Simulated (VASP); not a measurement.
A run of VASP 6.6.1 is set up as follows.

INCAR

```
SYSTEM = AlRu
ALGO = Normal ; EDIFF = 1E-7
ENCUT = 520 ; GGA = PE
ISIF = 2 ; ISMEAR = -1
LASPH = .True. ; LCHARG = .False.
LREAL = .False. ; LWAVE = .False.
NBANDS = 16 ; NELM = 100
PREC = Accurate ; SIGMA = 0.05
```

Contents of KPOINTS:

```
k-points
0
Gamma
  9 9 9
  0 0 0
```

Contents of POSCAR:

```
AlRu
1.0
    2.9916000000      0.0000000000      0.0000000000
    0.0000000000      2.9916000000      0.0000000000
    0.0000000000      0.0000000000      2.9916000000
Ru Al
1 1
Direct
    0.4970030000      0.5110170000      0.4878020000
   -0.0043240000     -0.0088300000      0.0100190000
```

Potentials or basis: VASP PAW PBE potentials, release 64 (Ru_pv, Al).

Run with:

```sh
$ cat potpaw_PBE.64/Ru_pv/POTCAR potpaw_PBE.64/Al/POTCAR > POTCAR
$ mpirun -np 1 vasp_std > vasp.out
```

(1) Predict the pressure.

(2) Predict the band gap on the k mesh.

(3) Predict the largest force.

Answers

(1) 3.1 GPa.

(2) none (metal or under the smearing width).

(3) 0.708 eV/Å.
